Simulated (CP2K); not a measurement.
# ZnS (Wurtzite-2H) (P6_3mc) in CP2K: a series of runs, part 2 of 3

CP2K 2026.2. Earlier steps stand in the parts before.

## 3. Band structure, LDA

File zns_bands.inp:

```
&GLOBAL
  PROJECT zns_bands
  RUN_TYPE ENERGY_FORCE
  PRINT_LEVEL LOW
&END GLOBAL
&FORCE_EVAL
  METHOD QS
  STRESS_TENSOR ANALYTICAL
  &DFT
    BASIS_SET_FILE_NAME BASIS_MOLOPT_UZH
    POTENTIAL_FILE_NAME GTH_POTENTIALS
    &MGRID
      CUTOFF 450
      REL_CUTOFF 60
      NGRIDS 5
    &END MGRID
    &QS
      METHOD GPW
      EPS_DEFAULT 1.0E-9
    &END QS
    &KPOINTS
      SCHEME MONKHORST-PACK 8 8 5
      GAMMA_CENTERED T
      SYMMETRY T
      SYMMETRY_BACKEND SPGLIB
    &END KPOINTS
    &SCF
      SCF_GUESS ATOMIC
      EPS_SCF 1.0E-6
      MAX_SCF 100
      ADDED_MOS 14
      CHOLESKY OFF
      EPS_EIGVAL 1.0E-7
      &DIAGONALIZATION ON
        ALGORITHM STANDARD
      &END DIAGONALIZATION
      &MIXING ON
        METHOD BROYDEN_MIXING
        ALPHA 0.4
        BETA 1.5
        NBUFFER 8
      &END MIXING
      &SMEAR ON
        METHOD FERMI_DIRAC
        ELECTRONIC_TEMPERATURE [K] 580.226
      &END SMEAR
    &END SCF
    &XC
      &XC_FUNCTIONAL
        &LDA_X
        &END LDA_X
        &LDA_C_PW
        &END LDA_C_PW
      &END XC_FUNCTIONAL
    &END XC
    &PRINT
      &KPOINTS ON
      &END KPOINTS
      &MULLIKEN ON
      &END MULLIKEN
      &MO ON
        ENERGIES T
        OCCUPATION_NUMBERS T
        &EACH
          QS_SCF 0
        &END EACH
        ADD_LAST NUMERIC
      &END MO
      &BAND_STRUCTURE
        FILE_NAME bands.bs
        ADDED_MOS 2
        &KPOINT_SET
          UNITS B_VECTOR
          NPOINTS 10
          SPECIAL_POINT GAMMA 0.00000000 0.00000000 0.00000000
          SPECIAL_POINT M 0.50000000 0.00000000 0.00000000
          SPECIAL_POINT K 0.33333333 0.33333333 0.00000000
          SPECIAL_POINT GAMMA 0.00000000 0.00000000 0.00000000
          SPECIAL_POINT A 0.00000000 0.00000000 0.50000000
          SPECIAL_POINT L 0.50000000 0.00000000 0.50000000
          SPECIAL_POINT H 0.33333333 0.33333333 0.50000000
          SPECIAL_POINT A 0.00000000 0.00000000 0.50000000
        &END KPOINT_SET
        &KPOINT_SET
          UNITS B_VECTOR
          NPOINTS 10
          SPECIAL_POINT L 0.50000000 0.00000000 0.50000000
          SPECIAL_POINT M 0.50000000 0.00000000 0.00000000
        &END KPOINT_SET
        &KPOINT_SET
          UNITS B_VECTOR
          NPOINTS 10
          SPECIAL_POINT K 0.33333333 0.33333333 0.00000000
          SPECIAL_POINT H 0.33333333 0.33333333 0.50000000
        &END KPOINT_SET
      &END BAND_STRUCTURE
    &END PRINT
  &END DFT
  &SUBSYS
    &CELL
      A 3.8110000000 0.0000000000 0.0000000000
      B -1.9055000000 3.3004228138 0.0000000000
      C 0.0000000000 0.0000000000 6.2340000000
      PERIODIC XYZ
    &END CELL
    &COORD
      SCALED
      Zn  0.6666666667 0.3333333333 0.5000000000
      Zn  0.3333333333 0.6666666667 0.0000000000
      S   0.6666666667 0.3333333333 0.8850000000
      S   0.3333333333 0.6666666667 0.3850000000
    &END COORD
    &KIND Zn
      BASIS_SET TZVP-MOLOPT-PBE-GTH-q12
      POTENTIAL GTH-PADE-q12
    &END KIND
    &KIND S
      BASIS_SET TZVP-MOLOPT-PBE-GTH-q6
      POTENTIAL GTH-PADE-q6
    &END KIND
    &PRINT
      &ATOMIC_COORDINATES ON
      &END ATOMIC_COORDINATES
      &CELL ON
      &END CELL
    &END PRINT
  &END SUBSYS
  &PRINT
    &FORCES ON
    &END FORCES
    &STRESS_TENSOR ON
    &END STRESS_TENSOR
  &END PRINT
&END FORCE_EVAL
```

Potentials or basis: GTH_POTENTIALS Zn GTH-PADE-q12, S GTH-PADE-q6; TZVP-MOLOPT-PBE-GTH basis.

Run with:

```bash
$ OMP_NUM_THREADS=2 cp2k.psmp -i zns_bands.inp -o zns_bands.out
```

zns_bands.out:

```text

 CP2K| version string:                                       CP2K version 2026.2
 CP2K| Input file name                                             zns_bands.inp

 GLOBAL| Force Environment number                                              1
 GLOBAL| Basis set file name                                    BASIS_MOLOPT_UZH
 GLOBAL| Potential file name                                      GTH_POTENTIALS
 GLOBAL| MM Potential file name                                     MM_POTENTIAL
 GLOBAL| Coordinate file name                                      __STD_INPUT__
 GLOBAL| Method name                                                        CP2K
 GLOBAL| Project name                                                  zns_bands
 GLOBAL| Run type                                                   ENERGY_FORCE
 GLOBAL| FFT library                                                       FFTW3
[... 5 lines left out ...]
 GLOBAL| Global print level                                                  LOW
 GLOBAL| Total number of message passing processes                             1
 GLOBAL| Number of threads for this process                                    2
 GLOBAL| CPU model name                                                  UNKNOWN
[... 745 lines left out ...]
 KPOINTS| Special point     1           K     0.333333     0.333333     0.000000
 KPOINTS| Special point     2           H     0.333333     0.333333     0.500000

 ENERGY| Total FORCE_EVAL ( QS ) energy [hartree]           -141.534940278471822

 FORCES| Atomic forces [hartree/bohr]
 FORCES|   Atom     x               y               z               |f|
 FORCES|      1 -3.58337474E-09 -2.66507414E-09  6.05504808E-03   6.05504808E-03
 FORCES|      2  4.40950503E-09  8.93991278E-09  6.05508209E-03   6.05508209E-03
 FORCES|      3  4.02888427E-09  3.64803741E-08 -6.05453312E-03   6.05453312E-03
 FORCES|      4 -4.85453452E-09 -4.27560333E-08 -6.05453571E-03   6.05453571E-03
 FORCES| Sum     4.80033909E-13 -8.20482089E-13  1.06134749E-06
 FORCES| Total atomic force                                       1.06134749E-06

 STRESS| Analytical stress tensor [bar]
 STRESS|                        x                   y                   z
 STRESS|      x       -3.11514064313E+04   1.94105775372E-03  -1.76366688295E-03
 STRESS|      y        1.94105775372E-03  -3.11533220129E+04   1.36080169111E-02
 STRESS|      z       -1.76366688295E-03   1.36080169111E-02  -4.81029216884E+04
 STRESS| 1/3 Trace                                            -3.68025500442E+04
 STRESS| Determinant                                          -4.66824325840E+13

 STRESS| Eigenvectors and eigenvalues of the analytical stress tensor [bar]
 STRESS|                        1                   2                   3
 STRESS| Eigenvalues  -4.81029216884E+04  -3.11533220149E+04  -3.11514064294E+04
 STRESS|      x           0.000000104042     -0.001013297894      0.999999486614
 STRESS|      y          -0.000000802852      0.999999486613      0.001013297894
 STRESS|      z           1.000000000000      0.000000802957     -0.000000103228
```

Wall time 79 s (2 threads of Arm Neoverse N1, shared host); peak memory 0.48 GiB.

Results:

```
Free energy             : -3851.3616 eV
Pressure                : -3.7 GPa
Largest force           : 0.311 eV/Å
Band gap on the k mesh  : 1.93 eV, direct
Band gap along the path : 1.93 eV, direct
Mulliken charges        : Zn +0.12; S -0.12 e
```

Forces on the atoms (eV/Å):
```
Zn   0.000  0.000  0.311
Zn   0.000  0.000  0.311
S    0.000  0.000 -0.311
S    0.000  0.000 -0.311
```

Levels at the corners of the path, in eV from the valence-band top:
```
point  band 16  band 17  band 18  band 19  band 20  band 21
    Γ    -0.02    -0.02     0.00     1.93     2.73     6.15
    M    -2.31    -1.62    -1.02     3.43     4.04     5.05
    K    -2.29    -2.28    -2.28     4.31     5.76     5.76
    Γ    -0.02    -0.02     0.00     1.93     2.73     6.15
    A    -0.48    -0.48    -0.48     3.24     3.24     6.62
    L    -1.72    -1.58    -1.58     3.38     3.38     5.04
    H    -3.21    -1.29    -1.29     4.35     4.35     6.36
    A    -0.48    -0.48    -0.48     3.24     3.24     6.62
    L    -1.72    -1.58    -1.58     3.38     3.38     5.04
    M    -2.31    -1.62    -1.02     3.43     4.04     5.05
    K    -2.29    -2.28    -2.28     4.31     5.76     5.76
    H    -3.21    -1.29    -1.29     4.35     4.35     6.36
```

Caveat: Mulliken charges move with the basis; the basis of atomic orbitals isn't converged, which shifts pressures, moduli and gaps.

## 4. Band structure, PBEsol

Changes to zns_bands.inp since step 3:

```diff
@@ -10,3 +10,3 @@
     BASIS_SET_FILE_NAME BASIS_MOLOPT_UZH
-    POTENTIAL_FILE_NAME GTH_POTENTIALS
+    POTENTIAL_FILE_NAME POTENTIAL_UZH
     &MGRID
@@ -14,3 +14,3 @@
       REL_CUTOFF 60
-      NGRIDS 5
+      NGRIDS 4
     &END MGRID
@@ -18,3 +18,3 @@
       METHOD GPW
-      EPS_DEFAULT 1.0E-9
+      EPS_DEFAULT 1.0E-10
     &END QS
@@ -44,3 +44,3 @@
         METHOD FERMI_DIRAC
-        ELECTRONIC_TEMPERATURE [K] 580.226
+        ELECTRONIC_TEMPERATURE 1160.45
       &END SMEAR
@@ -49,6 +49,6 @@
       &XC_FUNCTIONAL
-        &LDA_X
-        &END LDA_X
-        &LDA_C_PW
-        &END LDA_C_PW
+        &GGA_X_PBE_SOL
+        &END GGA_X_PBE_SOL
+        &GGA_C_PBE_SOL
+        &END GGA_C_PBE_SOL
       &END XC_FUNCTIONAL
@@ -70,3 +70,3 @@
         FILE_NAME bands.bs
-        ADDED_MOS 2
+        ADDED_MOS 6
         &KPOINT_SET
@@ -114,3 +114,3 @@
       BASIS_SET TZVP-MOLOPT-PBE-GTH-q12
-      POTENTIAL GTH-PADE-q12
+      POTENTIAL GTH-PBE-q12
     &END KIND
@@ -118,3 +118,3 @@
       BASIS_SET TZVP-MOLOPT-PBE-GTH-q6
-      POTENTIAL GTH-PADE-q6
+      POTENTIAL GTH-PBE-q6
     &END KIND
@@ -125,2 +125,4 @@
       &END CELL
+      &SYMMETRY ON
+      &END SYMMETRY
     &END PRINT
```

Potentials or basis: POTENTIAL_UZH Zn GTH-PBE-q12, S GTH-PBE-q6; TZVP-MOLOPT-PBE-GTH basis.

Run with:

```bash
$ OMP_NUM_THREADS=2 cp2k.psmp -i zns_bands.inp -o zns_bands.out
```

Run time: 1.7 min. Hardware: 2 threads of Arm Neoverse N1, shared host; peak memory 0.5 GiB.

The run converged. Its results:

- Free energy: -3846.0558 eV
- Pressure: -0.6 GPa
- Band gap on the k mesh: 2.03 eV, direct
- Band gap along the path: 2.03 eV, direct
- Mulliken charges: Zn +0.29; S -0.29 e

Stress tensor (GPa, compression positive):
```
 0.00  0.00  0.00
 0.00  0.00  0.00
 0.00  0.00 -1.74
```

Levels at the corners of the path, in eV from the valence-band top:
| point | band 14 | band 15 | band 16 | band 17 | band 18 | band 19 | band 20 | band 21 | band 22 | band 23 |
| --- | --- | --- | --- | --- | --- | --- | --- | --- | --- | --- |
| Γ | -0.89 | -0.89 | -0.02 | -0.02 | 0.00 | 2.03 | 2.81 | 6.16 | 6.16 | 6.50 |
| M | -4.31 | -3.25 | -2.32 | -1.62 | -1.02 | 3.47 | 4.11 | 5.06 | 7.14 | 7.32 |
| K | -4.46 | -3.99 | -2.29 | -2.28 | -2.28 | 4.31 | 5.85 | 5.85 | 7.81 | 7.88 |
| Γ | -0.89 | -0.89 | -0.02 | -0.02 | 0.00 | 2.03 | 2.81 | 6.16 | 6.16 | 6.50 |
| A | -2.83 | -0.47 | -0.47 | -0.47 | -0.47 | 3.32 | 3.32 | 6.64 | 6.64 | 6.64 |
| L | -5.00 | -1.72 | -1.72 | -1.58 | -1.58 | 3.44 | 3.44 | 5.06 | 5.06 | 9.01 |
| H | -4.88 | -3.21 | -3.21 | -1.29 | -1.29 | 4.40 | 4.40 | 6.38 | 6.38 | 7.23 |
| A | -2.83 | -0.47 | -0.47 | -0.47 | -0.47 | 3.32 | 3.32 | 6.64 | 6.64 | 6.64 |
| L | -5.00 | -1.72 | -1.72 | -1.58 | -1.58 | 3.44 | 3.44 | 5.06 | 5.06 | 9.01 |
| M | -4.31 | -3.25 | -2.32 | -1.62 | -1.02 | 3.47 | 4.11 | 5.06 | 7.14 | 7.32 |
| K | -4.46 | -3.99 | -2.29 | -2.28 | -2.28 | 4.31 | 5.85 | 5.85 | 7.81 | 7.88 |
| H | -4.88 | -3.21 | -3.21 | -1.29 | -1.29 | 4.40 | 4.40 | 6.38 | 6.38 | 7.23 |

Caveat: the forces don't sum to zero, a sign of grid noise; Mulliken charges move with the basis; the potentials were made for another functional, which shifts forces and pressure; the basis of atomic orbitals isn't converged, which shifts pressures, moduli and gaps.

## 5. Band structure, r2SCAN

Changes to zns_bands.inp since step 4:

```diff
@@ -12,5 +12,5 @@
     &MGRID
-      CUTOFF 450
+      CUTOFF 675
       REL_CUTOFF 60
-      NGRIDS 4
+      NGRIDS 5
     &END MGRID
@@ -18,3 +18,3 @@
       METHOD GPW
-      EPS_DEFAULT 1.0E-10
+      EPS_DEFAULT 1.0E-9
     &END QS
@@ -44,3 +44,3 @@
         METHOD FERMI_DIRAC
-        ELECTRONIC_TEMPERATURE 1160.45
+        ELECTRONIC_TEMPERATURE 580.23
       &END SMEAR
@@ -49,6 +49,6 @@
       &XC_FUNCTIONAL
-        &GGA_X_PBE_SOL
-        &END GGA_X_PBE_SOL
-        &GGA_C_PBE_SOL
-        &END GGA_C_PBE_SOL
+        &MGGA_X_R2SCAN
+        &END MGGA_X_R2SCAN
+        &MGGA_C_R2SCAN
+        &END MGGA_C_R2SCAN
       &END XC_FUNCTIONAL
@@ -68,8 +68,13 @@
       &END MO
+      &LOWDIN ON
+      &END LOWDIN
+      &HIRSHFELD ON
+        SHAPE_FUNCTION DENSITY
+      &END HIRSHFELD
       &BAND_STRUCTURE
         FILE_NAME bands.bs
-        ADDED_MOS 6
+        ADDED_MOS 2
         &KPOINT_SET
           UNITS B_VECTOR
-          NPOINTS 10
+          NPOINTS 6
           SPECIAL_POINT GAMMA 0.00000000 0.00000000 0.00000000
@@ -85,3 +90,3 @@
           UNITS B_VECTOR
-          NPOINTS 10
+          NPOINTS 6
           SPECIAL_POINT L 0.50000000 0.00000000 0.50000000
@@ -91,3 +96,3 @@
           UNITS B_VECTOR
-          NPOINTS 10
+          NPOINTS 6
           SPECIAL_POINT K 0.33333333 0.33333333 0.00000000
@@ -113,8 +118,8 @@
     &KIND Zn
-      BASIS_SET TZVP-MOLOPT-PBE-GTH-q12
-      POTENTIAL GTH-PBE-q12
+      BASIS_SET TZVP-MOLOPT-SCAN-GTH-q12
+      POTENTIAL GTH-SCAN-q12
     &END KIND
     &KIND S
-      BASIS_SET TZVP-MOLOPT-PBE-GTH-q6
-      POTENTIAL GTH-PBE-q6
+      BASIS_SET TZVP-MOLOPT-SCAN-GTH-q6
+      POTENTIAL GTH-SCAN-q6
     &END KIND
```

Potentials or basis: POTENTIAL_UZH Zn GTH-SCAN-q12, S GTH-SCAN-q6; TZVP-MOLOPT-SCAN-GTH basis.

Run with:

```bash
$ OMP_NUM_THREADS=2 cp2k.psmp -i zns_bands.inp -o zns_bands.out
```

Wall time 2.7 min (2 threads of Arm Neoverse N1, shared host); peak memory 0.54 GiB.

The run converged. Its results:

| Quantity | Value |
| --- | --- |
| Free energy | -3831.4171 eV |
| Pressure | -0.2 GPa |
| Largest force | 0.320 eV/Å |
| Band gap on the k mesh | 2.65 eV, direct |
| Band gap along the path | 2.65 eV, direct |
| Mulliken charges | Zn +0.52; S -0.52 e |
| Hirshfeld charges | Zn +0.26; S -0.26 e |

Forces in eV/Å, atoms in the order of the input:
```
Zn   0.000  0.000  0.318
Zn   0.000  0.000  0.318
S    0.000  0.000 -0.320
S    0.000  0.000 -0.320
```

Stress tensor (GPa, compression positive):
```
 0.62  0.00  0.00
 0.00  0.62  0.00
 0.00  0.00 -1.79
```

Levels at the corners of the path, in eV from the valence-band top:
| point | band 15 | band 16 | band 17 | band 18 | band 19 | band 20 | band 21 | band 22 |
| --- | --- | --- | --- | --- | --- | --- | --- | --- |
| Γ | -0.89 | -0.01 | -0.01 | 0.00 | 2.65 | 3.39 | 6.75 | 6.75 |
| M | -3.25 | -2.35 | -1.59 | -1.03 | 3.98 | 4.68 | 5.57 | 7.68 |
| K | -4.00 | -2.28 | -2.27 | -2.27 | 4.82 | 6.37 | 6.37 | 8.39 |
| Γ | -0.89 | -0.01 | -0.01 | 0.00 | 2.65 | 3.39 | 6.75 | 6.75 |
| A | -0.47 | -0.47 | -0.47 | -0.47 | 3.91 | 3.91 | 7.22 | 7.22 |
| L | -1.73 | -1.73 | -1.59 | -1.59 | 3.99 | 3.99 | 5.60 | 5.60 |
| H | -3.20 | -3.20 | -1.32 | -1.32 | 4.98 | 4.98 | 6.91 | 6.91 |
| A | -0.47 | -0.47 | -0.47 | -0.47 | 3.91 | 3.91 | 7.22 | 7.22 |
| L | -1.73 | -1.73 | -1.59 | -1.59 | 3.99 | 3.99 | 5.60 | 5.60 |
| M | -3.25 | -2.35 | -1.59 | -1.03 | 3.98 | 4.68 | 5.57 | 7.68 |
| K | -4.00 | -2.28 | -2.27 | -2.27 | 4.82 | 6.37 | 6.37 | 8.39 |
| H | -3.20 | -3.20 | -1.32 | -1.32 | 4.98 | 4.98 | 6.91 | 6.91 |

Caveat: Mulliken charges move with the basis; the basis of atomic orbitals isn't converged, which shifts pressures, moduli and gaps.

(Continued in part 3 of 3.)
